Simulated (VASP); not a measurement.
Write the native input for VASP 6.6.1 that does the following.

* Task: dielectric tensor
* Functional: LDA
* Potentials or basis: VASP PAW LDA potentials, release 64 (Cd, Se)
* Cutoff: 600 eV
* k mesh: 12 × 12 × 6
* Occupations: gaussian, width 0.03 eV
* Spin: no spin polarisation
* Monkhorst-Pack mesh: no
* Further INCAR settings: ALGO = Normal; EDIFF = 1e-08

The structure of CdSe (Cadmoselite) lies in POSCAR:

```
CdSe                                    
1.0
    4.2580782629      0.0000000000      0.0000000000
   -2.1290391315      3.6876039470      0.0000000000
    0.0000000000      0.0000000000      6.9598146318
  Cd              Se            
     2     2
Direct
     0.3333333332999970    0.6666666667000030    0.0048795689573069
     0.6666666667000030    0.3333333332999970    0.5048795689573069
     0.3333333332999970    0.6666666667000030    0.3801204310426911
     0.6666666667000030    0.3333333332999970    0.8801204310426911
```

The input as run:

INCAR

```
  PREC = Accurate
  ENCUT = 600
  EDIFF = 1E-8
  ISMEAR = 0
  SIGMA = 0.03
  LREAL = False
  LASPH = True
  NELM = 80
  ALGO = Normal
  ISIF = 2
  LWAVE = False
  LCHARG = False
  LEPSILON = True
  KPAR = 2
```

KPOINTS

```
regular mesh
0
Gamma
  12 12 6
```

Potentials or basis: VASP PAW LDA potentials, release 64 (Cd, Se).

The run is started by

```sh
$ cat potpaw_LDA.64/Cd/POTCAR potpaw_LDA.64/Se/POTCAR > POTCAR
$ mpirun -np 2 vasp_std > vasp.out
```

It gave:

```
Band gap on the k mesh                  : 0.48 eV, direct
Electronic dielectric tensor (diagonal) : 10.01, 10.01, 9.61
Born charges (mean of the diagonal)     : Cd +2.18; Se -2.18 e
```

Caveat: the gap is small at this level, which inflates the dielectric constant.

It took 17 min on 2 MPI ranks on Intel(R) Xeon(R) Platinum 8559C (Emerald Rapids), on a shared host, peak memory 1.5 GiB a rank.
